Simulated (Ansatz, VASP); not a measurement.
One calculation of C, two programs

```xyz
4
Lattice="2.4892 0.0000 0.0000 -1.2446 2.1557 0.0000 0.0000 0.0000 4.0945" Properties=species:S:1:pos:R:3 pbc="T T T"
C     0.0000    1.4372   -0.0007
C     1.2446    0.7186    2.0466
C     0.0000    1.4372    1.5320
C     1.2446    0.7186    3.5793
```

Change from the starting cell: strained cell.

Alike in both runs: task relaxation of the atoms; functional LDA; k mesh 9 × 9 × 6; occupations gaussian, width 0.02 eV; no spin polarisation.

|  | VASP | Ansatz |
| --- | --- | --- |
| version | VASP 6.6.1 | Ansatz 0.2.0 |
| potentials or method | VASP PAW LDA potentials, release 64 (C) | scalar-relativistic, plane waves, PAW |
| plane-wave cutoff (eV) | 520 | 420 |
| valence electrons in the cell | 16 | 16 |

VASP gave:

```
gap on the k mesh at the Fermi level, each at its own relaxed structure (eV) : 3.02
```

Which values does Ansatz return?

gap on the k mesh at the Fermi level, each at its own relaxed structure (eV): 3.04.

Ansatz warned: «pseudo_functional_mismatch».

Caveats: an odd mesh through Γ misses points on the zone boundary, where band edges often lie.
